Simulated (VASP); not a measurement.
Wanted: the native input for a VASP 6.6.1 run.

```
Task                   : single point
Functional             : r2SCAN
Potentials or basis    : VASP PAW PBE potentials, release 64 (Li_sv, F)
Cutoff                 : 520 eV
k mesh                 : 12 × 12 × 6
Occupations            : gaussian, width 0.01 eV
Spin                   : no spin polarisation
Dipole correction      : no
Further INCAR settings : ALGO = Normal; EDIFF = 1e-06; NBANDS = 18
```

The system is LiF.

```xyz
4
Lattice="3.3637 0.0000 0.0000 -1.6819 2.9131 0.0000 0.0000 0.0000 3.9348" Properties=species:S:1:pos:R:3 pbc="T T T"
Li    0.0000    1.9420    0.9837
Li    1.6819    0.9710    2.9511
F     1.6819    0.9710    0.9837
F     0.0000    1.9420    2.9511
```

The cell was built by a generator and needn't be a form met in nature.

The cell isn't the ideal one: epitaxial_xy strain +2.5%.

These files were run (other wordings do the same):

POSCAR

```
LiF
1.0
    3.3637219212      0.0000000000      0.0000000000
   -1.6818609606      2.9130686350      0.0000000000
    0.0000000000      0.0000000000      3.9348264777
Li F
2 2
Direct
    0.3333333333      0.6666666667      0.2500000000
    0.6666666667      0.3333333333      0.7500000000
    0.6666666667      0.3333333333      0.2500000000
    0.3333333333      0.6666666667      0.7500000000
```

INCAR.step1

```
PREC     = Accurate       # precision mode
ENCUT    = 520            # plane-wave cutoff, eV
ISMEAR   = 0              # smearing method
SIGMA    = 0.01           # smearing width, eV
LREAL    = False          # projectors in reciprocal space
LASPH    = True           # aspherical terms in the spheres
NELM     = 100            # most SCF steps
NBANDS   = 18             # bands
GGA      = PE             # functional
ALGO     = Normal         # electronic algorithm
EDIFF    = 1E-4           # SCF threshold, eV
LWAVE    = True           # write WAVECAR
LCHARG   = False          # write CHGCAR
```

INCAR.step2

```
PREC     = Accurate       # precision mode
ENCUT    = 520            # plane-wave cutoff, eV
EDIFF    = 1E-6           # SCF threshold, eV
ISMEAR   = 0              # smearing method
SIGMA    = 0.01           # smearing width, eV
LREAL    = False          # projectors in reciprocal space
LASPH    = True           # aspherical terms in the spheres
NELM     = 100            # most SCF steps
ALGO     = Normal         # electronic algorithm
ISIF     = 2              # what is computed and relaxed
LWAVE    = False          # write WAVECAR
LCHARG   = False          # write CHGCAR
METAGGA  = R2SCAN         # meta-GGA
LMIXTAU  = True         
NBANDS   = 18             # bands
ISTART   = 1
```

KPOINTS

```
regular mesh
0
Gamma
  12 12 6
```

Potentials or basis: VASP PAW PBE potentials, release 64 (Li_sv, F).

Run with:

```console
$ cat potpaw_PBE.64/Li_sv/POTCAR potpaw_PBE.64/F/POTCAR > POTCAR
$ cp INCAR.step1 INCAR
$ mpirun -np 1 vasp_std > vasp.out
$ cp INCAR.step2 INCAR
$ mpirun -np 1 vasp_std > vasp.out
```

It gave:

```
Band gap on the k mesh : 8.50 eV, direct
```

Wall time 2 min on 1 thread of Intel(R) Xeon(R) Platinum 8488C (Sapphire Rapids), on a shared host, peak memory 0.18 GiB.
